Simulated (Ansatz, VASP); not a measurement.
## Te2Mo in VASP and in Ansatz

```
CELL_PARAMETERS angstrom
6.36161 0.00000 0.00000
0.00000 3.48040 0.00000
-0.08574 0.00000 36.17589
ATOMIC_POSITIONS crystal
Te 0.07915 0.75000 0.44347
Te 0.92085 0.25000 0.55653
Te 0.57075 0.25000 0.45930
Te 0.42925 0.75000 0.54070
Mo 0.81865 0.75000 0.50253
Mo 0.18135 0.25000 0.49746
```

Alike in both runs: task single point; functional PBEsol; k mesh 4 × 6 × 1; occupations fermi-dirac, width 0.1 eV; no spin polarisation.

|  | VASP | Ansatz |
| --- | --- | --- |
| version | VASP 6.6.1 | Ansatz 0.2.0 |
| potentials or method | VASP PAW PBE potentials, release 64 (Te, Mo_sv) | plane waves, PAW |
| plane-wave cutoff (eV) | 520 | 420 |
| valence electrons in the cell | 52 | 92 |

Ansatz gave:

| Property | Result |
| --- | --- |
| gap on the k mesh at the Fermi level (eV) | none |
| rms of the force components (eV/Å) | 0.103 |

**Question.** What did VASP give for the same quantities?

**Answer.** gap on the k mesh at the Fermi level (eV): none; rms of the force components (eV/Å): 0.092.

Atom by atom the forces differ by 0.012 eV/Å (rms over components). A gap of «none» marks a metal or a gap that the smearing closes. The two sets of potentials don't hold the same shells in valence.

Caveats: the PAW data sets were made with another functional, which shifts forces and pressure a little (VASP). Spin-orbit coupling is left out, which matters for the levels of Te.
